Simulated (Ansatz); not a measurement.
RuO₂ (rutile)

```xyz
6
Lattice="4.4799 0.0000 0.0000 0.0000 4.4799 0.0000 0.0000 0.0000 3.1069" Properties=species:S:1:pos:R:3 pbc="T T T"
Ru     2.2400     2.2400     1.5535
Ru     0.0000     0.0000     0.0000
O      3.6078     3.6078     1.5535
O      1.3678     3.1121     0.0000
O      3.1121     1.3678     0.0000
O      0.8721     0.8721     1.5535
```

The slice is a (-1 1 0) plane (indices of the conventional cell) through the point (0.805, 0.805, 0.500) (fractional), spanned by u = [001] and v = [110] in vectors of this cell: u (3.11 Å) and v (6.34 Å, at 90° to u). It covers one period; positions are fractions (u, v).

Level of theory: r2SCAN (plane waves to 500 eV, PAW, scalar-relativistic; Ansatz, an electronic-structure program). k mesh 11×11×15. Near the nuclei the fields are pseudised (PAW); where an atom keeps semicore shells as valence, they peak there. RuO2 is run without spin polarisation and with no Hubbard U. RuO2 was relaxed with its symmetry unable to fall.

Three fields on this plane, each scaled to ten steps between its own extremes (0 low, 9 high; the total valence density on a logarithmic scale, the potential cut 8 eV below its top; x marks points blanked near nuclei; v = 0 in the bottom row):

Map A
```
|xxx9311139xx|
|xxx6100016xx|
|x74200000247|
|222210001222|
|xx952000259x|
|xxx8200028xx|
|xxxx30003xxx|
|xxxx30003xxx|
|xxx8200028xx|
|xx641000146x|
|222100000122|
|xx730000037x|
|xxx8200028xx|
|xxxx31113xxx|
|xxxx32423xxx|
|xxx7269627xx|
|xx823xxx328x|
|6424xxxxx424|
|012xxxxxxx21|
|112xxxxxxx21|
|x732xxxxx237|
|xxx32xxx23xx|
|xxx9248429xx|
|xxxx32323xxx|
```

Map B
```
|xxx6888886xx|
|xxx6999996xx|
|x02689998620|
|000168986100|
|xx002787200x|
|xxx0057500xx|
|xxxx04640xxx|
|xxxx04640xxx|
|xxx0057500xx|
|xx004787400x|
|000379997300|
|xx368999863x|
|xxx7999997xx|
|xxxx77777xxx|
|xxxx32123xxx|
|xxx0000000xx|
|xx000xxx000x|
|4300xxxxx003|
|640xxxxxxx04|
|640xxxxxxx04|
|x300xxxxx003|
|xxx00xxx00xx|
|xxx1000001xx|
|xxxx55455xxx|
```

Map C
```
|xxx6421246xx|
|xxx5200025xx|
|x76420002467|
|886421112468|
|xx974222479x|
|xxx9533359xx|
|xxxx64346xxx|
|xxxx64346xxx|
|xxx8533358xx|
|xx863212368x|
|776421012467|
|xx642000246x|
|xxx5310135xx|
|xxxx42224xxx|
|xxxx55555xxx|
|xxx7689867xx|
|xx879xxx978x|
|6668xxxxx866|
|446xxxxxxx64|
|456xxxxxxx65|
|x768xxxxx867|
|xxx78xxx87xx|
|xxx7677767xx|
|xxxx54445xxx|
```

Task: Assign the maps to these fields: electron localisation function (ELF); valence electron density; electrostatic potential energy of an electron, from the cell's mean.

Result: A is the electron localisation function (ELF); B is the electrostatic potential energy of an electron, from the cell's mean; C is the valence electron density.
